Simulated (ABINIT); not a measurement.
Crystal: BN.

```
CELL_PARAMETERS angstrom
2.49824 0.00000 0.00000
-1.24912 2.16354 0.00000
0.00000 0.00000 6.63570
ATOMIC_POSITIONS crystal
N 0.66667 0.33333 0.25000
N 0.33333 0.66667 0.75000
B 0.66667 0.33333 0.75000
B 0.33333 0.66667 0.25000
```

Base run:

- Program: ABINIT 10.8.3 (patched build)
- Functional: PBE
- Potentials or basis: JTH PAW PBE v2.0
- Cutoff: 707 eV
- k mesh: 12 × 12 × 4
- Occupations: fermi-dirac, width 0.05 eV
- Spin: no spin polarisation

Its results: band gap on the k mesh 4.28 eV, indirect (least direct gap 4.65 eV); pressure 5.3 GPa.

Q: The run is repeated on the same cell with these changes: functional from PBE to HCTH407. What comes out?

A: Band gap on the k mesh 4.71 eV, indirect (least direct gap 5.02 eV); pressure 6.0 GPa.

Caveats: the atomic spheres overlap; this functional lacks dispersion, which binds the layers, so the pressure and a relaxed spacing across them are unreliable (some runs); the PAW data sets were made with another functional, which shifts forces and pressure a little (some runs).

A k mesh can miss the band edges.
